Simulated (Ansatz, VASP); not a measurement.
## Two plane-wave programs on WSe3

```
CELL_PARAMETERS angstrom
4.88869 0.00000 0.00000
0.00000 4.88869 0.00000
0.00000 0.00000 4.88869
ATOMIC_POSITIONS crystal
W 0.00000 0.00000 0.00000
Se 0.00000 0.00000 0.50000
Se 0.00000 0.50000 0.00000
Se 0.50000 0.00000 0.00000
```

Alike in both runs: functional PBEsol; k mesh 10 × 10 × 10; occupations gaussian, width 0.1 eV; no spin polarisation.

Ansatz relaxed the structure, and its values are those at the end. VASP's run is a single point on that final structure, the one shown.

|  | VASP | Ansatz |
| --- | --- | --- |
| version | VASP 6.6.1 | Ansatz 0.2.0 |
| potentials or method | VASP PAW PBE potentials, release 64 (W_sv, Se) | scalar-relativistic, plane waves, PAW |
| plane-wave cutoff (eV) | 520 | 420 |
| valence electrons in the cell | 32 | 62 |

```tsv
	VASP	Ansatz	Ansatz less VASP
gap on the k mesh at the Fermi level (eV)	none	none	-
pressure (GPa)	0.2	0.0	-0.18
```

A gap of «none» marks a metal or a gap that the smearing closes. With one functional, cell and mesh, what is left measures potentials, basis and numerics. The two sets of potentials don't hold the same shells in valence.

Caveats: the PAW data sets were made with another functional, which shifts forces and pressure a little (VASP). Spin-orbit coupling is left out, which matters for the levels of W.
